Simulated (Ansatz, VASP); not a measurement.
Given: the input of a run of VASP 6.6.1 on Re.

File INCAR:

```
SYSTEM = Re
PREC = Accurate
ENCUT = 520
EDIFF = 1E-7
ISMEAR = -1
SIGMA = 0.05
LREAL = .FALSE.
LASPH = .TRUE.
NELM = 60
ALGO = Fast
ISIF = 2
LWAVE = .FALSE.
LCHARG = .FALSE.
GGA = PS
NBANDS = 14
```

File KPOINTS:

```
Automatic mesh
0
G
  11 11 6
  0 0 0
```

POSCAR

```
Re
1.0
    2.7790839766      0.0000000000      0.0000000000
   -1.3895419883      2.4067573230      0.0000000000
    0.0000000000      0.0000000000      4.4877253638
Re
2
Direct
    0.6666666667      0.3333333333      0.7500000000
    0.3333333333      0.6666666667      0.2500000000
```

Potentials or basis: VASP PAW PBE potentials, release 64 (Re).

Command:

```sh
$ cat potpaw_PBE.64/Re/POTCAR > POTCAR
$ mpirun -np 1 vasp_std > vasp.out
```

Set up the same calculation for Ansatz 0.2.0. Potentials there: JTH PAW.

As run (the cutoff follows the program's own potentials):

File input.yaml:

```yaml
crystal:
  lattice:
    - [2.7790839766, 0.0, 0.0]
    - [-1.3895419883, 2.406757323, 0.0]
    - [0.0, 0.0, 4.4877253638]
  atoms:
    - { symbol: Re, position: [0.6666666667, 0.3333333333, 0.75] }
    - { symbol: Re, position: [0.3333333333, 0.6666666667, 0.25] }
hamiltonian:
  xc: pbesol
  pseudopotentials: { kind: paw, source: jth, xc_functional: pbe }
kpoints:
  mp_grid: { grid: [11, 11, 6] }
scf:
  occupations: { method: fermi_dirac, width: 0.05 }
output:
  forces: true
  stress: true
  eigenvalues: true
```

Potentials or basis: JTH PAW.

Launch:

```bash
$ ansatz run input.yaml --threads 2 --pin off --max-ram 5632MiB --backend cpu --events-out ev --progress --plain --runs-dir out
```

Both were run:

|  | VASP | Ansatz | Ansatz less VASP |
| --- | --- | --- | --- |
| gap on the k mesh at the Fermi level (eV) | none | none | - |
| pressure (GPa) | -11.4 | -10.9 | +0.50 |
| largest component of the traceless stress (GPa) | 0.00 | 0.15 | +0.141 |

A gap of «none» marks a metal or a gap that the smearing closes. The two sets of potentials don't hold the same shells in valence.

Caveats: the PAW data sets were made with another functional, which shifts forces and pressure a little (VASP). Spin-orbit coupling is left out, which matters for the levels of Re.
